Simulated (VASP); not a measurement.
# TiSe2: band structure with TB-mBJ

TiSe2:

```xyz
3
Lattice="3.5360 0.0000 0.0000 -1.7680 3.0623 0.0000 0.0000 0.0000 6.0040" Properties=species:S:1:pos:R:3 pbc="T T T"
Ti    0.0000    0.0000    0.0000
Se    0.0000    2.0415    1.5322
Se    1.7680    1.0208    4.4718
```

```json
{
  "Program": "VASP 6.6.1",
  "Task": "band structure",
  "Functional": "TB-mBJ",
  "Potentials or basis": "VASP PAW PBE potentials, release 64 (Ti_sv, Se)",
  "Cutoff": "520 eV",
  "k mesh": "8 × 8 × 4",
  "Occupations": "gaussian, width 0.02 eV",
  "Spin": "no spin polarisation",
  "Further INCAR settings": "ALGO = Normal; EDIFF = 1e-06"
}
```

```json
{
  "Band gap along the path": "none (metal or under the smearing width)"
}
```

Levels at the corners of the path, in eV from the Fermi level:
```csv
point,band 8,band 9,band 10,band 11,band 12,band 13,band 14,band 15,band 16
Γ,-2.76,-2.76,-0.19,0.10,0.10,0.44,0.44,0.76,2.92
M,-3.96,-2.99,-2.90,-2.75,-1.69,0.11,1.33,1.81,2.80
M,-3.96,-2.99,-2.90,-2.75,-1.69,0.11,1.33,1.81,2.80
K,-4.15,-4.15,-2.83,-2.83,-2.64,1.21,1.60,1.60,2.12
K,-4.15,-4.15,-2.83,-2.83,-2.64,1.21,1.60,1.60,2.12
Γ,-2.76,-2.76,-0.19,0.10,0.10,0.44,0.44,0.76,2.92
Γ,-2.76,-2.76,-0.19,0.10,0.10,0.44,0.44,0.76,2.92
A,-2.75,-2.72,-2.72,-0.11,-0.11,0.43,0.43,1.30,3.21
A,-2.75,-2.72,-2.72,-0.11,-0.11,0.43,0.43,1.30,3.21
L,-4.68,-3.04,-2.93,-1.50,-1.32,-0.07,1.31,1.75,2.70
L,-4.68,-3.04,-2.93,-1.50,-1.32,-0.07,1.31,1.75,2.70
H,-4.41,-3.95,-3.30,-2.49,-2.49,1.22,1.31,1.31,2.87
H,-4.41,-3.95,-3.30,-2.49,-2.49,1.22,1.31,1.31,2.87
A,-2.75,-2.72,-2.72,-0.11,-0.11,0.43,0.43,1.30,3.21
L,-4.68,-3.04,-2.93,-1.50,-1.32,-0.07,1.31,1.75,2.70
M,-3.96,-2.99,-2.90,-2.75,-1.69,0.11,1.33,1.81,2.80
K,-4.15,-4.15,-2.83,-2.83,-2.64,1.21,1.60,1.60,2.12
H,-4.41,-3.95,-3.30,-2.49,-2.49,1.22,1.31,1.31,2.87
```

Run time: 2.6 min on 1 thread of Intel(R) Xeon(R) 6975P-C (Granite Rapids) (shared host), peak memory 0.24 GiB.
